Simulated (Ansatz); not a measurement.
# Hf2O: the cost of one run

Program: Ansatz 0.2.0. Level of theory: DFT PBE, scalar-relativistic, plane waves, PAW. These are calculated values, not measurements.

2 further runs of the same task are left out: 2 set aside as unsound or not needed.

## 1. The starting structure

It takes space group P6_3/mmc (No. 194, hexagonal). Conventional cell: a = 3.388 Å, b = 3.388 Å, c = 11.805 Å, α = 90.00°, β = 90.00°, γ = 120.00°. Around Hf (site symmetry 3m) lie 3 S at 2.63 Å. S (site symmetry -6m2) is surrounded by 6 Hf at 2.63 Å.

Coordinates:

```
CELL_PARAMETERS angstrom
3.38818 0.00000 0.00000
-1.69409 2.93425 0.00000
0.00000 0.00000 11.80504
ATOMIC_POSITIONS crystal
Hf 0.66667 0.33333 0.89940
Hf 0.33333 0.66667 0.39940
Hf 0.66667 0.33333 0.60060
Hf 0.33333 0.66667 0.10060
S 0.00000 0.00000 0.75000
S 0.00000 0.00000 0.25000
```

It goes back to an entry of the Materials Project, which need not be the stable form.

This cell was relaxed beforehand with the same method: volume 19.56 Å³/atom, gap on the mesh none (metal).

## 2. S → O: the starting cell

The start of Hf2O: fractional positions of relaxed Hf2S, cell scaled by 0.941, a guess from tabulated radii.

## 3. Probe: one point at the start (Hf2O)

Input file input.yaml:

```yaml
crystal:
  lattice:
    - [3.1872104815, 0.0, 0.0]
    - [-1.5936052407, 2.7602052442, 0.0]
    - [0.0, 0.0, 11.1048324288]
  atoms:
    - { symbol: Hf, position: [0.6666666667, 0.3333333333, 0.8993957694] }
    - { symbol: Hf, position: [0.3333333333, 0.6666666667, 0.3993957694] }
    - { symbol: Hf, position: [0.6666666667, 0.3333333333, 0.6006042306] }
    - { symbol: Hf, position: [0.3333333333, 0.6666666667, 0.1006042306] }
    - { symbol: O, position: [0.0, 0.0, 0.75] }
    - { symbol: O, position: [0.0, 0.0, 0.25] }
basis:
  ecutwfc: 420
kpoints:
  mp_grid: { grid: [6, 6, 2] }
hamiltonian:
  xc: pbe
scf:
  occupations: { method: gaussian, width: 0.1 }
output:
  forces: true
  stress: true
  eigenvalues: true
```

Started as:

```bash
ansatz run input.yaml --threads 1 --pin off --max-ram 2560MiB --backend cpu --events-out ev --progress --plain --runs-dir out
```

Q: Estimate wall time and peak memory on 1 thread of Intel Xeon at 2.70GHz, shared host.

About 4.6 s, with a peak of 0.42 GiB.
